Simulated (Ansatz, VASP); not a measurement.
# SiO2 in VASP and in Ansatz

Contents of INCAR:

```
PREC     = Accurate       # precision mode
ENCUT    = 520            # plane-wave cutoff, eV
EDIFF    = 1E-7           # SCF threshold, eV
ISMEAR   = 0              # smearing method
SIGMA    = 0.05           # smearing width, eV
LREAL    = F              # projectors in reciprocal space
LASPH    = T              # aspherical terms in the spheres
NELM     = 100            # most SCF steps
ALGO     = Normal         # electronic algorithm
ISIF     = 2              # what is computed and relaxed
LWAVE    = F              # write WAVECAR
LCHARG   = F              # write CHGCAR
NBANDS   = 25             # bands
```

File KPOINTS:

```
Automatic mesh
0
Gamma
  6 6 8
```

Contents of POSCAR:

```
SiO2
1.0
    4.1302000000      0.0000000000      0.0000000000
    0.0000000000      4.1302000000      0.0000000000
    0.0000000000      0.0000000000      2.3420000000
Si O
2 4
Direct
    0.5000000000      0.5000000000      0.5000000000
    0.0000000000      0.0000000000      0.0000000000
    0.6944252994      0.6944252994      0.0000000000
    0.1944252994      0.8055747006      0.5000000000
    0.3055747006      0.3055747006      0.0000000000
    0.8055747006      0.1944252994      0.5000000000
```

Input for Ansatz:

```yaml
crystal:
  lattice:
    - [4.1302, 0.0, 0.0]
    - [0.0, 4.1302, 0.0]
    - [0.0, 0.0, 2.342]
  atoms:
    - { symbol: Si, position: [0.5, 0.5, 0.5] }
    - { symbol: Si, position: [0.0, 0.0, 0.0] }
    - { symbol: O, position: [0.6944252994, 0.6944252994, 0.0] }
    - { symbol: O, position: [0.1944252994, 0.8055747006, 0.5] }
    - { symbol: O, position: [0.3055747006, 0.3055747006, 0.0] }
    - { symbol: O, position: [0.8055747006, 0.1944252994, 0.5] }
basis:
  ecutwfc: 520.0
kpoints:
  mp_grid: { grid: [6, 6, 8] }
hamiltonian:
  xc: lda
  pseudopotentials: { kind: paw, azcp: { folder: soft_1 } }
scf:
  occupations: { method: gaussian, width: 0.05 }
output:
  forces: true
  stress: true
  eigenvalues: true
  write_density: true
  write_potential: true
  elf: true
  volumetric_format: npy
```

Alike in both runs: task single point; functional LDA; k mesh 6 × 6 × 8; occupations gaussian, width 0.05 eV; no spin polarisation.

|  | VASP | Ansatz |
| --- | --- | --- |
| version | VASP 6.6.1 | Ansatz 0.2.0 |
| potentials or method | VASP PAW LDA potentials, release 64 (Si, O) | scalar-relativistic, plane waves, PAW |
| plane-wave cutoff (eV) | 520 | 520 |
| valence electrons in the cell | 32 | 32 |

VASP gave:

| Item | Value |
| --- | --- |
| gap on the k mesh at the Fermi level (eV) | 8.47 |
| least direct gap on the mesh (eV) | 8.47 |
| rms of the force components (eV/Å) | 0.574 |

Which values does Ansatz return?

gap on the k mesh at the Fermi level (eV): 8.48; least direct gap on the mesh (eV): 8.48; rms of the force components (eV/Å): 0.521.

Atom by atom the forces differ by 0.053 eV/Å (rms over components). Ansatz warned: «pseudo_functional_mismatch».

Caveats: forces of over 1 eV/Å show positions far from the minimum, so gaps and moduli don't describe the material at rest. Expect the measured gap to be larger: semilocal functionals such as LDA lack the derivative discontinuity. A k mesh can miss the band edges.
